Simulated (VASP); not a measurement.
# FeO (Fm-3m) in VASP: a series of runs, part 2 of 3

VASP 6.6.1.

**3. Single point, PBE+U, collinear spin, zero start**

This run uses another cell than the first one: it holds 2 atoms, not 4.

File INCAR:

```
SYSTEM = FeO
PREC = Accurate
ENCUT = 520
EDIFF = 1E-6
ISMEAR = 0
SIGMA = 0.05
LREAL = .FALSE.
LASPH = .TRUE.
NELM = 150
ALGO = Fast
ISIF = 2
LWAVE = .FALSE.
LCHARG = .FALSE.
ISPIN = 2
MAGMOM = 0 0
LORBIT = 11
LMAXMIX = 4
LDAU = .TRUE.
LDAUTYPE = 2
LDAUL = 2 -1
LDAUU = 8 0
LDAUJ = 0 0
LDAUPRINT = 1
GGA = PE
```

File KPOINTS:

```
Automatic mesh
0
G
  8 8 8
  0 0 0
```

File POSCAR:

```
FeO
1.0
    0.0000000000      2.1554001600      2.1554001600
    2.1554001600      0.0000000000      2.1554001600
    2.1554001600      2.1554001600      0.0000000000
Fe O
1 1
Direct
    0.0000000000      0.0000000000      0.0000000000
    0.5000000000      0.5000000000      0.5000000000
```

Potentials or basis: VASP PAW PBE potentials, release 64 (Fe, O).

The run is started by

```sh
$ cat potpaw_PBE.64/Fe/POTCAR potpaw_PBE.64/O/POTCAR > POTCAR
$ mpirun -np 1 vasp_std > vasp.out
```

OUTCAR:

```text
SYSTEM = FeO
   PREC = Accurate
   ENCUT = 520
   EDIFF = 1E-6
   ISMEAR = 0
   LREAL = .FALSE.
   LASPH = .TRUE.
   NELM = 150
   ISIF = 2
   ISPIN = 2
   LORBIT = 11
   GGA = PE

 ion  position               nearest neighbor table
   1  0.000  0.000  0.000-   2 2.16   2 2.16   2 2.16   2 2.16   2 2.16   2 2.16
   2  0.500  0.500  0.500-   1 2.16   1 2.16   1 2.16   1 2.16   1 2.16   1 2.16

  LATTYP: Found a face centered cubic cell.
 ALAT       =     4.3108003200

  Lattice vectors:

 A1 = (   0.0000000000,   2.1554001600,   2.1554001600)
 A2 = (   2.1554001600,   0.0000000000,   2.1554001600)
 A3 = (   2.1554001600,   2.1554001600,   0.0000000000)

Analysis of symmetry for initial positions (statically):
=====================================================================
 Subroutine PRICEL returns:
 Original cell was already a primitive cell.

 Routine SETGRP: Setting up the symmetry group for a
 face centered cubic supercell.

 Subroutine GETGRP returns: Found 48 space group operations
 (whereof 48 operations were pure point group operations)
 out of a pool of 48 trial point group operations.

The static configuration has the point symmetry O_h .

Analysis of symmetry for dynamics (positions and initial velocities):
=====================================================================
 Subroutine PRICEL returns:
 Original cell was already a primitive cell.

 Routine SETGRP: Setting up the symmetry group for a
 face centered cubic supercell.

 Subroutine GETGRP returns: Found 48 space group operations
 (whereof 48 operations were pure point group operations)
 out of a pool of 48 trial point group operations.

The dynamic configuration has the point symmetry O_h .

Analysis of structural, dynamic, and magnetic symmetry:
=====================================================================
 Subroutine PRICEL returns:
 Original cell was already a primitive cell.

 Routine SETGRP: Setting up the symmetry group for a
 face centered cubic supercell.

 Subroutine GETGRP returns: Found 48 space group operations
 (whereof 48 operations were pure point group operations)
 out of a pool of 48 trial point group operations.

The overall configuration has the point symmetry O_h .

 Subroutine INISYM returns: Found 48 space group operations
 (whereof 48 operations are pure point group operations),
 and found     1 'primitive' translations

----------------------------------------------------------------------------------------

                                     Primitive cell

  volume of cell :      20.0269

  direct lattice vectors                    reciprocal lattice vectors
     0.000000000  2.155400160  2.155400160    -0.231975486  0.231975486  0.231975486
     2.155400160  0.000000000  2.155400160     0.231975486 -0.231975486  0.231975486
     2.155400160  2.155400160  0.000000000     0.231975486  0.231975486 -0.231975486

  length of vectors
     3.048196139  3.048196139  3.048196139     0.401793328  0.401793328  0.401793328

  position of ions in fractional coordinates (direct lattice)
     0.000000000  0.000000000  0.000000000
     0.500000000  0.500000000  0.500000000
[... 121 lines left out ...]

atom =   1  type =  1  l = 2

 onsite density matrix

spin component  1

  0.9832  0.0000  0.0000 -0.0000 -0.0000
  0.0000  0.9832  0.0000 -0.0000 -0.0000
  0.0000  0.0000  0.1017  0.0000 -0.0000
 -0.0000 -0.0000  0.0000  0.9832  0.0000
 -0.0000 -0.0000 -0.0000  0.0000  0.1017

spin component  2

  0.9832  0.0000  0.0000 -0.0000 -0.0000
  0.0000  0.9832  0.0000 -0.0000 -0.0000
  0.0000  0.0000  0.1017  0.0000 -0.0000
 -0.0000 -0.0000  0.0000  0.9832  0.0000
 -0.0000 -0.0000 -0.0000  0.0000  0.1017

 occupancies and eigenvectors

  o =  0.1017  v =  0.0000  0.0000  0.0000  0.0000  0.0000  0.0000 -0.0000 -0.9963 -0.0000 -0.0854      0.0000  0.0000  0.0000  0.0000  0.0000  0.0000  0.0000  0.0000  0.0000  0.0000
  o =  0.1017  v =  0.0000  0.0000  0.0000  0.0000  0.0000  0.0000 -0.0000 -0.0854  0.0000  0.9963      0.0000  0.0000  0.0000  0.0000  0.0000  0.0000  0.0000  0.0000  0.0000  0.0000
  o =  0.1017  v =  0.0000  0.0000 -0.7677 -0.0000 -0.6408  0.0000  0.0000  0.0000  0.0000  0.0000      0.0000  0.0000  0.0000  0.0000  0.0000  0.0000  0.0000  0.0000  0.0000  0.0000
  o =  0.1017  v =  0.0000 -0.0000  0.6408 -0.0000 -0.7677  0.0000  0.0000  0.0000  0.0000  0.0000      0.0000  0.0000  0.0000  0.0000  0.0000  0.0000  0.0000  0.0000  0.0000  0.0000
  o =  0.9832  v =  0.0000  0.0000  0.0000  0.0000  0.0000  0.0000  0.8901 -0.0000 -0.4558  0.0000      0.0000  0.0000  0.0000  0.0000  0.0000  0.0000  0.0000  0.0000  0.0000  0.0000
  o =  0.9832  v =  0.0000  0.0000  0.0000  0.0000  0.0000  0.0000  0.4558 -0.0000  0.8901 -0.0000      0.0000  0.0000  0.0000  0.0000  0.0000  0.0000  0.0000  0.0000  0.0000  0.0000
  o =  0.9832  v =  0.0000  0.0000  0.0000  0.0000  0.0000  1.0000  0.0000  0.0000  0.0000  0.0000      0.0000  0.0000  0.0000  0.0000  0.0000  0.0000  0.0000  0.0000  0.0000  0.0000
  o =  0.9832  v =  0.0000  0.1809  0.0000  0.9835  0.0000  0.0000  0.0000  0.0000  0.0000  0.0000      0.0000  0.0000  0.0000  0.0000  0.0000  0.0000  0.0000  0.0000  0.0000  0.0000
  o =  0.9832  v =  0.0000  0.9835  0.0000 -0.1809 -0.0000  0.0000  0.0000  0.0000  0.0000  0.0000      0.0000  0.0000  0.0000  0.0000  0.0000  0.0000  0.0000  0.0000  0.0000  0.0000
  o =  0.9832  v =  1.0000  0.0000  0.0000  0.0000  0.0000  0.0000  0.0000  0.0000  0.0000  0.0000      0.0000  0.0000  0.0000  0.0000  0.0000  0.0000  0.0000  0.0000  0.0000  0.0000

 number of electron      13.9999998 magnetization      -0.0000035

 Free energy of the ion-electron system (eV)
  ---------------------------------------------------
  ext. energy  EPLUGINS =         0.00000000
  ---------------------------------------------------
  free energy    TOTEN  =       -10.49937596 eV

  energy without entropy =      -10.49937596  energy(sigma->0) =      -10.49937596

 E-fermi :   2.8332     XC(G=0): -12.1219

 val. band max:        2.6237993893   @ k =  -0.1250   0.1250   0.0000
 cond. band min:       6.7272433013   @ k =   0.0000   0.0000   0.0000
 fundamental gap:      4.1034439120
 Fermi energy:         2.8331653573

 spin component 1

 k-point     1 :       0.0000    0.0000    0.0000
  band No.  band energies     occupation
      1     -14.4322      1.00000
      2       0.0701      1.00000
      3       0.0709      1.00000
      4       0.0715      1.00000
      5       2.4735      1.00000
      6       2.4735      1.00000
      7       2.4736      1.00000
      8       6.7272      0.00000
      9       7.2301      0.00000
     10       7.2316      0.00000
     11      21.9319      0.00000
[... 650 lines left out ...]
  band No.  band energies     occupation
      1     -13.1896      1.00000
      2      -2.2856      1.00000
      3      -0.6086      1.00000
      4       0.3687      1.00000
      5       1.5042      1.00000
      6       1.7889      1.00000
      7       1.9235      1.00000
      8       8.4069      0.00000
      9       9.0071      0.00000
     10      12.7754      0.00000
     11      14.5744      0.00000

 [... further k-points ...]
[... 5 lines left out ...]
  --------------------------------------------------------------------------------------
  -------------------------------------------------------------------------------------
  Total       -1.6294317     -1.6294317     -1.6294317     -0.0000000      0.0000000      0.0000000
  in kB     -130.3565934   -130.3565934   -130.3565934     -0.0000000      0.0000000      0.0000000
  external PRESSURE =    -130.3565934 kB  Pullay stress =       0.0000000 kB

 VOLUME and BASIS-vectors are now :
 -----------------------------------------------------------------------------
  energy-cutoff  :      520.00
  volume of cell :       20.03
      direct lattice vectors                 reciprocal lattice vectors
     0.000000000  2.155400160  2.155400160    -0.231975486  0.231975486  0.231975486
     2.155400160  0.000000000  2.155400160     0.231975486 -0.231975486  0.231975486
     2.155400160  2.155400160  0.000000000     0.231975486  0.231975486 -0.231975486

 POSITION                                       TOTAL-FORCE (eV/Angst)
 -----------------------------------------------------------------------------------
      0.00000      0.00000      0.00000        -0.000000      0.000000     -0.000000
      2.15540      2.15540      2.15540         0.000000     -0.000000      0.000000
 -----------------------------------------------------------------------------------
    total drift:                                0.000000     -0.000000     -0.000000

  FREE ENERGIE OF THE ION-ELECTRON SYSTEM (eV)
  ---------------------------------------------------
  free  energy   TOTEN  =       -10.4993759649 eV

  energy  without entropy=      -10.4993759649  energy(sigma->0) =      -10.49937596

 total charge

# of ion       s       p       d       tot
------------------------------------------
    1        0.275   0.342   6.279   6.896
    2        1.540   3.466   0.000   5.007
--------------------------------------------------
tot          1.815   3.808   6.279  11.903

 magnetization (x)

# of ion       s       p       d       tot
------------------------------------------
    1        0.000   0.000   0.000   0.000
    2       -0.000  -0.000   0.000  -0.000
--------------------------------------------------
tot          0.000  -0.000   0.000  -0.000
```

OSZICAR:

```text
N       E                     dE             d eps       ncg     rms          rms(c)
DAV:   1     0.920433514113E+02    0.92043E+02   -0.75149E+03  1300   0.154E+03
DAV:   2     0.833538452651E+00   -0.91210E+02   -0.83727E+02  1331   0.275E+02
DAV:   3    -0.597361669940E+01   -0.68072E+01   -0.64998E+01  1432   0.900E+01
DAV:   4    -0.608078982749E+01   -0.10717E+00   -0.10652E+00  1459   0.117E+01
DAV:   5    -0.608204849494E+01   -0.12587E-02   -0.12585E-02  1420   0.131E+00    0.126E+01
RMM:   6    -0.742857198514E+01   -0.13465E+01   -0.98583E+00  1334   0.443E+01    0.135E+01
RMM:   7    -0.755280583913E+01   -0.12423E+00   -0.28991E+00  1293   0.281E+01    0.567E+00
RMM:   8    -0.968789165881E+01   -0.21351E+01   -0.96672E-01  1377   0.139E+01    0.269E+00
RMM:   9    -0.104646586543E+02   -0.77677E+00   -0.91968E-01  1477   0.129E+01    0.905E-01
RMM:  10    -0.104964651844E+02   -0.31807E-01   -0.15898E-01  1547   0.443E+00    0.533E-01
RMM:  11    -0.104991752505E+02   -0.27101E-02   -0.20820E-02  1515   0.188E+00    0.181E-01
RMM:  12    -0.104973691801E+02    0.18061E-02   -0.79530E-03  1539   0.107E+00    0.136E-01
RMM:  13    -0.104989778274E+02   -0.16086E-02   -0.87781E-04  1486   0.472E-01    0.616E-02
RMM:  14    -0.104993488947E+02   -0.37107E-03   -0.41196E-04  1476   0.281E-01    0.322E-02
RMM:  15    -0.104993715086E+02   -0.22614E-04   -0.15108E-04  1483   0.138E-01    0.155E-02
RMM:  16    -0.104993767569E+02   -0.52483E-05   -0.20757E-05  1518   0.569E-02    0.776E-03
RMM:  17    -0.104993759649E+02    0.79196E-06   -0.36712E-06  1117   0.258E-02
   1 F= -.10499376E+02 E0= -.10499376E+02  d E =-.160391E-10  mag=    -0.0000
```

Wall time 13 s (1 thread of AMD EPYC 9R45 (Zen 5), shared host); peak memory 0.12 GiB.

What came out:

| Quantity | Value |
| --- | --- |
| Free energy | -10.4994 eV |
| Pressure | -13.0 GPa |
| Band gap on the k mesh | 4.10 eV, indirect (least direct gap 4.25 eV) |
| Net moment | 0.00 μB per cell |
| Valence electrons inside the program's atomic spheres | Fe 6.90; O 5.01 |

Eigenvalues of the final occupation matrices:
```csv
site,spin,trace,eigenvalues
site 1 d,1,3.15,0.10 0.10 0.98 0.98 0.98
site 1 d,2,3.15,0.10 0.10 0.98 0.98 0.98
```

(Part 2 of 3 ends here.)
